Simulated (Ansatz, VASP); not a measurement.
## Two plane-wave programs on Cl

Contents of INCAR:

```
PREC     = Accurate       # precision mode
ENCUT    = 520            # plane-wave cutoff, eV
EDIFF    = 1E-6           # SCF threshold, eV
ISMEAR   = -1             # smearing method
SIGMA    = 0.05           # smearing width, eV
LREAL    = False          # projectors in reciprocal space
LASPH    = True           # aspherical terms in the spheres
NELM     = 60             # most SCF steps
ALGO     = Normal         # electronic algorithm
ISIF     = 2              # what is computed and relaxed
LWAVE    = False          # write WAVECAR
LCHARG   = False          # write CHGCAR
GGA      = CA             # functional
NBANDS   = 22             # bands
```

The input KPOINTS:

```
Automatic mesh
0
Gamma
  7 7 4
```

File POSCAR:

```
Cl
1.0
    3.0807983119     -2.2040687446      0.0000000000
    3.0807983119      2.2040687446      0.0000000000
    0.0000000000      0.0000000000      8.0424019526
Cl
4
Direct
    0.3700000000      0.6300000000      0.4000000000
    0.1300000000      0.8700000000      0.9000000000
    0.6300000000      0.3700000000      0.6000000000
    0.8700000000      0.1300000000      0.1000000000
```

The input input.yaml:

```yaml
crystal:
  lattice:
    - [3.0807983119, -2.2040687446, 0.0]
    - [3.0807983119, 2.2040687446, 0.0]
    - [0.0, 0.0, 8.0424019526]
  atoms:
    - { symbol: Cl, position: [0.37, 0.63, 0.4] }
    - { symbol: Cl, position: [0.13, 0.87, 0.9] }
    - { symbol: Cl, position: [0.63, 0.37, 0.6] }
    - { symbol: Cl, position: [0.87, 0.13, 0.1] }
hamiltonian:
  xc: lda
  pseudopotentials: { kind: paw }
kpoints:
  mp_grid: { grid: [7, 7, 4] }
scf:
  occupations: { method: fermi_dirac, width: 0.05 }
output:
  forces: true
  stress: true
  eigenvalues: true
```

Alike in both runs: task single point; functional LDA; k mesh 7 × 7 × 4; occupations fermi-dirac, width 0.05 eV; no spin polarisation.

```csv
,VASP,Ansatz
version,VASP 6.6.1,Ansatz 0.2.0
potentials or method,"VASP PAW LDA potentials, release 64 (Cl)",Ansatz PAW
plane-wave cutoff (eV),520,420
valence electrons in the cell,28,28
```

|  | VASP | Ansatz | Ansatz less VASP |
| --- | --- | --- | --- |
| gap on the k mesh at the Fermi level (eV) | 2.59 | 2.55 | -0.035 |
| least direct gap on the mesh (eV) | 2.66 | 2.62 | -0.036 |
| pressure (GPa) | -1.1 | -0.8 | +0.39 |
| largest component of the traceless stress (GPa) | 0.34 | 0.66 | +0.318 |
| rms of the force components (eV/Å) | 0.263 | 0.364 | +0.1009 |

Atom by atom the forces differ by 0.102 eV/Å (rms over components).

Caveats: an odd mesh through Γ misses points on the zone boundary, where band edges often lie (VASP); odd divisions of the mesh miss points on the zone boundary, where band edges often lie, so the gap on the mesh can be too wide (Ansatz); the PAW data sets come from PBE, with cores solved anew for the run's functional, which leaves a small shift of forces and pressure (Ansatz). A hybrid or GW would open this gap; LDA tends to underestimate it.
